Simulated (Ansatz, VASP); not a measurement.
# Two plane-wave programs on BN

```xyz
2
Lattice="0.0000 1.8123 1.8123 1.8123 0.0000 1.8123 1.8123 1.8123 0.0000" Properties=species:S:1:pos:R:3 pbc="T T T"
B     0.0000    0.0000    0.0000
N     0.9062    0.9062    0.9062
```

Alike in both runs: task relaxation of cell and atoms; functional PBE; k mesh 12 × 12 × 12; occupations gaussian, width 0.02 eV; no spin polarisation.

```csv
,VASP,Ansatz
version,VASP 6.6.1,Ansatz 0.2.0
potentials or method,"VASP PAW PBE potentials, release 64 (B, N)","scalar-relativistic, plane waves, PAW"
plane-wave cutoff (eV),600,420
valence electrons in the cell,8,8
```

```tsv
	VASP	Ansatz	Ansatz less VASP
gap on the k mesh at the Fermi level, each at its own relaxed structure (eV)	4.45	4.46	+0.012
relaxed volume (Å³/atom)	5.95	5.95	0.000
relaxed cell length with the largest relative difference (Å)	2.563	2.563	0.0000
```

Caveats: the relaxation stopped at its first step, so nothing moved. A k mesh can miss the band edges.
